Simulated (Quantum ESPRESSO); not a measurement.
# Li (Im-3m) in Quantum ESPRESSO: settings compared, part 2 of 3

Quantum ESPRESSO 7.5.

## Step 3: Phonons, PBE

The input, pw.in:

```
&CONTROL
  calculation = 'scf'
  prefix = 'pwscf'
  outdir = './tmp'
  pseudo_dir = './pseudo'
  tprnfor = .true.
  tstress = .true.
  disk_io = 'low'
/
&SYSTEM
  ibrav = 0
  nat = 1
  ntyp = 1
  ecutwfc = 36
  ecutrho = 216
  nbnd = 6
  occupations = 'smearing'
  smearing = 'gaussian'
  degauss = 0.01999163
/
&ELECTRONS
  conv_thr = 2d-10
  electron_maxstep = 120
  mixing_beta = 0.5
/
ATOMIC_SPECIES
Li     6.9400 Li.GGA_PBE-JTH.UPF
CELL_PARAMETERS angstrom
  -1.7546500000    1.7546500000    1.7546500000
   1.7546500000   -1.7546500000    1.7546500000
   1.7546500000    1.7546500000   -1.7546500000
ATOMIC_POSITIONS crystal
Li     0.0000000000    0.0000000000    0.0000000000
K_POINTS automatic
11 11 11 0 0 0
```

The input, relax.in:

```
&CONTROL
  calculation = 'vc-relax'
  prefix = 'pwscf'
  outdir = './tmp'
  pseudo_dir = './pseudo'
  tprnfor = .true.
  tstress = .true.
  disk_io = 'low'
  nstep = 40
  forc_conv_thr = 0.0001
  etot_conv_thr = 1d-06
/
&SYSTEM
  ibrav = 0
  nat = 1
  ntyp = 1
  ecutwfc = 36
  ecutrho = 216
  nbnd = 6
  occupations = 'smearing'
  smearing = 'gaussian'
  degauss = 0.01999163
/
&ELECTRONS
  conv_thr = 2d-10
  electron_maxstep = 120
  mixing_beta = 0.5
/
&IONS
  ion_dynamics = 'bfgs'
/
&CELL
  cell_dynamics = 'bfgs'
  press = 0
  press_conv_thr = 0.2
/
ATOMIC_SPECIES
Li     6.9400 Li.GGA_PBE-JTH.UPF
CELL_PARAMETERS angstrom
  -1.7546500000    1.7546500000    1.7546500000
   1.7546500000   -1.7546500000    1.7546500000
   1.7546500000    1.7546500000   -1.7546500000
ATOMIC_POSITIONS crystal
Li     0.0000000000    0.0000000000    0.0000000000
K_POINTS automatic
11 11 11 0 0 0
```

The input, scf2.in:

```
&CONTROL
  calculation = 'scf'
  prefix = 'pwscf'
  outdir = './tmp'
  pseudo_dir = './pseudo'
  tprnfor = .true.
  tstress = .true.
  disk_io = 'low'
/
&SYSTEM
  ibrav = 0
  nat = 1
  ntyp = 1
  ecutwfc = 36
  ecutrho = 216
  nbnd = 6
  occupations = 'smearing'
  smearing = 'gaussian'
  degauss = 0.01999163
/
&ELECTRONS
  conv_thr = 1d-13
  electron_maxstep = 120
  mixing_beta = 0.5
  startingpot = 'file'
  startingwfc = 'file'
/
ATOMIC_SPECIES
Li     6.9400 Li.GGA_PBE-JTH.UPF
CELL_PARAMETERS angstrom
  -1.6980280051    1.6980280051    1.6980280051
   1.6980280051   -1.6980280051    1.6980280051
   1.6980280051    1.6980280051   -1.6980280051
ATOMIC_POSITIONS crystal
Li     0.0000000000    0.0000000000    0.0000000000
K_POINTS automatic
11 11 11 0 0 0
```

The input, ph.in:

```
phonons of Li
&INPUTPH
  prefix = 'pwscf'
  outdir = './tmp'
  tr2_ph = 1d-16
  fildyn = 'dyn'
  niter_ph = 60
  alpha_mix(1) = 0.4
/
0.4330127019 0.4330127019 0.0000000000
```

Potentials or basis: JTH 2.0 PBE.

Run with:

```bash
> OMP_NUM_THREADS=1 pw.x -in pw.in > pw.out
> OMP_NUM_THREADS=1 pw.x -in relax.in > relax.out
> OMP_NUM_THREADS=1 pw.x -in scf2.in > scf2.out
> OMP_NUM_THREADS=1 ph.x -in ph.in > ph.out
```

pw.out:

```text
This program is part of the open-source Quantum ESPRESSO suite
     for quantum simulation of materials; please cite
         "P. Giannozzi et al., J. Phys.:Condens. Matter 21 395502 (2009);
         "P. Giannozzi et al., J. Phys.:Condens. Matter 29 465901 (2017);
         "P. Giannozzi et al., J. Chem. Phys. 152 154105 (2020);
     in publications or presentations arising from this work. More details at

     file Li.GGA_PBE-JTH.UPF: wavefunction(s)  1S 2S 0S 2P 0P renormalized
     Message from routine setup:
     using ibrav=0 with symmetry is DISCOURAGED, use correct ibrav instead

     G-vector sticks info
     --------------------
     sticks:   dense  smooth     PW     G-vecs:    dense   smooth      PW
     Sum         535     345    129                 7803     4213     887

     Using Slab Decomposition

     bravais-lattice index     =            0
     lattice parameter (alat)  =       5.7431  a.u.
     unit-cell volume          =     145.8237 (a.u.)^3
     number of atoms/cell      =            1
     number of atomic types    =            1
[... 179 lines left out ...]

   -45.7787  -2.6748  14.7616  14.7616  14.7616  19.4924

          k = 0.0787 0.0787 0.0000 (   543 PWs)   bands (ev):
[... 215 lines left out ...]
          k =-0.0000-0.0000 0.7873 (   502 PWs)   bands (ev):

   -45.7510   5.1577   6.2035   6.2035   8.4317   9.4073

     the Fermi energy is     0.8308 ev

!    total energy              =     -15.04242451 Ry
     total all-electron energy =       -15.042425 Ry
     estimated scf accuracy    <          8.3E-12 Ry
     smearing contrib. (-TS)   =      -0.00114623 Ry
     internal energy E=F+TS    =     -15.04127829 Ry

     The total energy is F=E-TS. E is the sum of the following terms:
     one-electron contribution =     -10.75454182 Ry
     hartree contribution      =       3.04748510 Ry
     xc contribution           =      -3.04455642 Ry
     ewald contribution        =      -4.93893218 Ry
     one-center paw contrib.   =       0.64926702 Ry

     convergence has been achieved in   8 iterations

     Forces acting on atoms (cartesian axes, Ry/au):

     atom    1 type  1   force =     0.00000000    0.00000000    0.00000000

     Total force =     0.000000     Total SCF correction =     0.000000

     Computing stress (Cartesian axis) and pressure

          total   stress  (Ry/bohr**3)                   (kbar)     P=      -11.91
  -0.00008098  -0.00000000  -0.00000000          -11.91       -0.00       -0.00
  -0.00000000  -0.00008098  -0.00000000           -0.00      -11.91       -0.00
  -0.00000000  -0.00000000  -0.00008098           -0.00       -0.00      -11.91

=------------------------------------------------------------------------------=
   JOB DONE.
=------------------------------------------------------------------------------=
```

Wall time 63 s (1 thread of Arm Neoverse V1, shared host); peak memory 0.09 GiB.

What came out:

| Item | Value |
| --- | --- |
| Free energy | -204.6648 eV |
| Relaxed volume | 19.58 Å³/atom |
| Relaxed cell | a = 2.941 Å, b = 2.941 Å, c = 2.941 Å, α = 109.47°, β = 109.47°, γ = 109.47° |
| Space group after relaxing (to 0.05 Å) | Im-3m (No. 229) |
| Pressure after relaxing | 0.1 GPa |
| Band gap on the k mesh | none (metal or under the smearing width) |
| Highest phonon frequency at the q point run | 344 cm⁻¹ |
| Most unstable mode | 35i cm⁻¹ |

The path:
```csv
step,energy change (eV),largest force (eV/Å),pressure (GPa),volume (Å³)
1,0.0000,0.0000,-1.19,21.61
2,-0.0009,0.0000,-1.13,21.48
3,-0.0023,0.0000,-1.04,21.28
4,-0.0040,0.0000,-0.89,20.99
5,-0.0061,0.0000,-0.65,20.56
6,-0.0079,0.0000,-0.25,19.92
7,-0.0082,0.0000,0.02,19.56
8,-0.0082,0.0000,0.00,19.58
```

Final structure:
```xyz
1
Lattice="-1.6980 1.6980 1.6980 1.6980 -1.6980 1.6980 1.6980 1.6980 -1.6980" Properties=species:S:1:pos:R:3 pbc="T T T"
Li    0.0000    0.0000    0.0000
```

Phonon frequencies in cm⁻¹ (negative: imaginary):
| q point | frequencies |
| --- | --- |
| (0.000, 0.000, 0.500) | -35 200 344 |

Phonon modes at q = (0.000, 0.000, 0.500) in reciprocal lattice units:
| mode | symmetry | cm⁻¹ |
| --- | --- | --- |
| 1 | B_2u | -35 |
| 2 | B_1u | 200 |
| 3 | B_3u | 344 |

Caveat: some modes are imaginary; the cutoff is low for these files, which shifts pressure and relaxed volume; the q point doesn't lie on the k mesh, which can shift a metal's frequencies strongly unless the mesh is converged.

## Step 4: Phonons, LDA

pw.in, as its differences from that of step 3:

```diff
@@ -18,3 +18,3 @@
   smearing = 'gaussian'
-  degauss = 0.01999163
+  degauss = 0.01469973
 /
@@ -26,3 +26,3 @@
 ATOMIC_SPECIES
-Li     6.9400 Li.GGA_PBE-JTH.UPF
+Li     6.9400 Li.LDA_PW-JTH.UPF
 CELL_PARAMETERS angstrom
```

relax.in, as its differences from that of step 3:

```diff
@@ -21,3 +21,3 @@
   smearing = 'gaussian'
-  degauss = 0.01999163
+  degauss = 0.01469973
 /
@@ -37,3 +37,3 @@
 ATOMIC_SPECIES
-Li     6.9400 Li.GGA_PBE-JTH.UPF
+Li     6.9400 Li.LDA_PW-JTH.UPF
 CELL_PARAMETERS angstrom
```

scf2.in, as its differences from that of step 3:

```diff
@@ -18,3 +18,3 @@
   smearing = 'gaussian'
-  degauss = 0.01999163
+  degauss = 0.01469973
 /
@@ -28,7 +28,7 @@
 ATOMIC_SPECIES
-Li     6.9400 Li.GGA_PBE-JTH.UPF
+Li     6.9400 Li.LDA_PW-JTH.UPF
 CELL_PARAMETERS angstrom
-  -1.6980280051    1.6980280051    1.6980280051
-   1.6980280051   -1.6980280051    1.6980280051
-   1.6980280051    1.6980280051   -1.6980280051
+  -1.6620420364    1.6620420364    1.6620420364
+   1.6620420364   -1.6620420364    1.6620420364
+   1.6620420364    1.6620420364   -1.6620420364
 ATOMIC_POSITIONS crystal
```

ph.in, as its differences from that of step 3:

```diff
@@ -9,2 +9,2 @@
 /
-0.4330127019 0.4330127019 0.0000000000
+0.4330127019 0.4330127019 0.4330127019
```

Potentials or basis: JTH 2.0 LDA.

Run with:

```bash
> OMP_NUM_THREADS=1 pw.x -in pw.in > pw.out
> OMP_NUM_THREADS=1 pw.x -in relax.in > relax.out
> OMP_NUM_THREADS=1 pw.x -in scf2.in > scf2.out
> OMP_NUM_THREADS=1 ph.x -in ph.in > ph.out
```

pw.out:

```text
This program is part of the open-source Quantum ESPRESSO suite
     for quantum simulation of materials; please cite
         "P. Giannozzi et al., J. Phys.:Condens. Matter 21 395502 (2009);
         "P. Giannozzi et al., J. Phys.:Condens. Matter 29 465901 (2017);
         "P. Giannozzi et al., J. Chem. Phys. 152 154105 (2020);
     in publications or presentations arising from this work. More details at

     file Li.LDA_PW-JTH.UPF: wavefunction(s)  1S 2S 0S 2P 0P renormalized
     Message from routine setup:
     using ibrav=0 with symmetry is DISCOURAGED, use correct ibrav instead

     G-vector sticks info
     --------------------
     sticks:   dense  smooth     PW     G-vecs:    dense   smooth      PW
     Sum         535     345    129                 7803     4213     887

     Using Slab Decomposition

     bravais-lattice index     =            0
     lattice parameter (alat)  =       5.7431  a.u.
     unit-cell volume          =     145.8237 (a.u.)^3
     number of atoms/cell      =            1
     number of atomic types    =            1
     number of electrons       =         3.00
     number of Kohn-Sham states=            6
     kinetic-energy cutoff     =      36.0000  Ry
     charge density cutoff     =     216.0000  Ry
     scf convergence threshold =      2.0E-10
     mixing beta               =       0.5000
     number of iterations used =            8  plain     mixing
     Exchange-correlation= SLA PW NOGX NOGC
                           (   1   4   0   0   0   0   0)

     celldm(1)=   5.743148  celldm(2)=   0.000000  celldm(3)=   0.000000
     celldm(4)=   0.000000  celldm(5)=   0.000000  celldm(6)=   0.000000

     crystal axes: (cart. coord. in units of alat)
               a(1) = (  -0.577350   0.577350   0.577350 )
               a(2) = (   0.577350  -0.577350   0.577350 )
               a(3) = (   0.577350   0.577350  -0.577350 )

     reciprocal axes: (cart. coord. in units 2 pi/alat)
               b(1) = ( -0.000000  0.866025  0.866025 )
               b(2) = (  0.866025 -0.000000  0.866025 )
               b(3) = (  0.866025  0.866025  0.000000 )

     PseudoPot. # 1 for Li read from file:
     Li.LDA_PW-JTH.UPF
     Pseudo is Projector augmented-wave + core cor, Zval =  3.0
     Generated using ATOMPAW code
     Shape of augmentation charge: BESSEL
     Using radial grid of  865 points,  5 beta functions with:
                l(1) =   0
                l(2) =   0
                l(3) =   0
                l(4) =   1
                l(5) =   1
     Q(r) pseudized with 0 coefficients

     atomic species   valence    mass     pseudopotential
     Li                3.00     6.94000     Li( 1.00)

     48 Sym. Ops., with inversion, found

   Cartesian axes

     site n.     atom                  positions (alat units)
         1        Li     tau(   1) = (   0.0000000   0.0000000   0.0000000  )

     number of k points=    56  Gaussian smearing, width (Ry)=  0.0147
                       cart. coord. in units 2pi/alat
        k(    1) = (   0.0000000   0.0000000   0.0000000), wk =   0.0015026
        k(    2) = (   0.0787296   0.0787296   0.0000000), wk =   0.0180316
        k(    3) = (   0.1574592   0.1574592   0.0000000), wk =   0.0180316
        k(    4) = (   0.2361887   0.2361887   0.0000000), wk =   0.0180316
        k(    5) = (   0.3149183   0.3149183   0.0000000), wk =   0.0180316
        k(    6) = (   0.3936479   0.3936479   0.0000000), wk =   0.0180316
[... 48 lines left out ...]
        k(   55) = (  -0.7872958  -0.0787296  -0.0787296), wk =   0.0120210
        k(   56) = (  -0.0000000  -0.0000000   0.7872958), wk =   0.0090158

     Dense  grid:     7803 G-vectors     FFT dimensions: (  27,  27,  27)

     Smooth grid:     4213 G-vectors     FFT dimensions: (  24,  24,  24)

     Initial potential from superposition of free atoms

     starting charge       2.9953, renormalised to       3.0000
     Starting wfcs are    9 randomized atomic wfcs

     Self-consistent Calculation

     iteration #  1     ecut=    36.00 Ry     beta= 0.50
     Davidson diagonalization with overlap
     ethr =  1.00E-02,  avg # of iterations =  5.0

     Threshold (ethr) on eigenvalues was too large:
     Diagonalizing with lowered threshold

     Davidson diagonalization with overlap
     ethr =  2.36E-05,  avg # of iterations =  5.5

     total energy              =     -14.81863456 Ry
     estimated scf accuracy    <       0.00070390 Ry

     iteration #  2     ecut=    36.00 Ry     beta= 0.50
     Davidson diagonalization with overlap
     ethr =  2.35E-05,  avg # of iterations =  2.0
[... 29 lines left out ...]
     total energy              =     -14.81770692 Ry
     estimated scf accuracy    <          1.4E-09 Ry

     iteration #  7     ecut=    36.00 Ry     beta= 0.50
     Davidson diagonalization with overlap
     ethr =  4.02E-11,  avg # of iterations =  2.0

     End of self-consistent calculation

          k = 0.0000 0.0000 0.0000 (   555 PWs)   bands (ev):

   -45.0219  -2.7253  14.3911  14.3911  14.3911  19.3914

          k = 0.0787 0.0787 0.0000 (   543 PWs)   bands (ev):

   -45.0200  -2.5747  13.4550  13.7496  14.1581  17.6849

          k = 0.1575 0.1575 0.0000 (   539 PWs)   bands (ev):
[... 209 lines left out ...]
   -44.9926   4.8925   4.8925   6.0188   9.9100   9.9100

          k =-0.0000-0.0000 0.7873 (   502 PWs)   bands (ev):

   -44.9913   5.0028   6.0077   6.0077   8.3981   9.3387

     the Fermi energy is     0.7306 ev

!    total energy              =     -14.81770692 Ry
     total all-electron energy =       -14.817707 Ry
     estimated scf accuracy    <          7.3E-12 Ry
     smearing contrib. (-TS)   =      -0.00062333 Ry
     internal energy E=F+TS    =     -14.81708360 Ry

     The total energy is F=E-TS. E is the sum of the following terms:
     one-electron contribution =     -10.71645542 Ry
     hartree contribution      =       3.02472341 Ry
     xc contribution           =      -2.88689064 Ry
     ewald contribution        =      -4.93893218 Ry
     one-center paw contrib.   =       0.70047123 Ry

     convergence has been achieved in   7 iterations

     Forces acting on atoms (cartesian axes, Ry/au):

     atom    1 type  1   force =     0.00000000    0.00000000    0.00000000

     Total force =     0.000000     Total SCF correction =     0.000000

     Computing stress (Cartesian axis) and pressure

          total   stress  (Ry/bohr**3)                   (kbar)     P=      -19.36
  -0.00013163  -0.00000000  -0.00000000          -19.36       -0.00       -0.00
  -0.00000000  -0.00013163  -0.00000000           -0.00      -19.36       -0.00
  -0.00000000  -0.00000000  -0.00013163           -0.00       -0.00      -19.36

=------------------------------------------------------------------------------=
   JOB DONE.
=------------------------------------------------------------------------------=
```

scf2.out:

```text
This program is part of the open-source Quantum ESPRESSO suite
     for quantum simulation of materials; please cite
         "P. Giannozzi et al., J. Phys.:Condens. Matter 21 395502 (2009);
         "P. Giannozzi et al., J. Phys.:Condens. Matter 29 465901 (2017);
         "P. Giannozzi et al., J. Chem. Phys. 152 154105 (2020);
[... 396 lines left out ...]
   0.00000000   0.00000747   0.00000000            0.00        1.10        0.00
   0.00000000   0.00000000   0.00000747            0.00        0.00        1.10

=------------------------------------------------------------------------------=
   JOB DONE.
=------------------------------------------------------------------------------=
```

Wall time 40 s (1 thread of Arm Neoverse V1, shared host); peak memory 0.09 GiB.

What came out:

```yaml
Free_energy: -201.6177 eV
Relaxed_volume: 18.36 Å³/atom
Relaxed_cell: a = 2.879 Å, b = 2.879 Å, c = 2.879 Å, α = 109.47°, β = 109.47°, γ = 109.47°
Space_group_after_relaxing_to_0.05_Å: Im-3m (No. 229)
Pressure_after_relaxing: 0.1 GPa
Band_gap_on_the_k_mesh: none (metal or under the smearing width)
Highest_phonon_frequency_at_the_q_point_run: 287 cm⁻¹
```

The path:
```
step  energy change (eV)  largest force (eV/Å)  pressure (GPa)  volume (Å³)
   1              0.0000                0.0000           -1.94        21.61
   2             -0.0025                0.0000           -1.86        21.40
   3             -0.0061                0.0000           -1.72        21.08
   4             -0.0108                0.0000           -1.51        20.61
   5             -0.0165                0.0000           -1.13        19.92
   6             -0.0216                0.0000           -0.46        18.92
   7             -0.0224                0.0000            0.07        18.29
   8             -0.0224                0.0000           -0.01        18.37
   9             -0.0224                0.0000            0.00        18.36
```

Final structure:
```xyz
1
Lattice="-1.6620 1.6620 1.6620 1.6620 -1.6620 1.6620 1.6620 1.6620 -1.6620" Properties=species:S:1:pos:R:3 pbc="T T T"
Li    0.0000    0.0000    0.0000
```

Phonon frequencies in cm⁻¹ (negative: imaginary):
```csv
q point,frequencies
"(0.250, 0.250, 0.250)",287 287 287
```

Phonon modes at q = (0.250, 0.250, 0.250) in reciprocal lattice units:
```csv
mode,symmetry,cm⁻¹
1,T_2,287
2,T_2,287
3,T_2,287
```

Caveat: the volume moved by over 15 % at a fixed basis, so the end points are rough; the cutoff is low for these files, which shifts pressure and relaxed volume; the q point doesn't lie on the k mesh, which can shift a metal's frequencies strongly unless the mesh is converged.

(Continued in part 3 of 3.)
